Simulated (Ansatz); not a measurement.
**ZnS: zone-centre modes under pressure**

ZnS, F-43m, a = 5.357 Å. The compound has several low-lying forms, and this is one of them. Ansatz: PBEsol, PAW, 420 eV, Γ-centred 10×10×10 mesh on 2 atoms, fixed occupations; no spin polarisation. Cell and atoms are relaxed at each pressure with the symmetry kept; optical modes at Γ by linear response, in cm⁻¹, the highest, without the LO field.

```
P (GPa) V (Å³/atom)     ω1
      0       19.211  278.8
      3       18.547  296.2
      8       17.663  321.4
     15       16.713      ?
```

Problem. Get the mode's Grüneisen parameter γ = −d ln ω/d ln V from the other rows and predict the missing frequency.

Solution. ln(V/V0) = 0.0000, -0.0352, -0.0840, -0.1393; a line through ln(ω/ω0) of the 3 known rows gives ω1: γ = 1.692 (intercept 0.0004), predicted 353.0, computed 351.4. The miss is 0.5 %, or 2 % of the shift under pressure, so a constant γ serves at that level.

Cost: 4 runs of about 5.5 core-minutes in all, on AMD EPYC 7R43 (Zen 3) (shared hosts).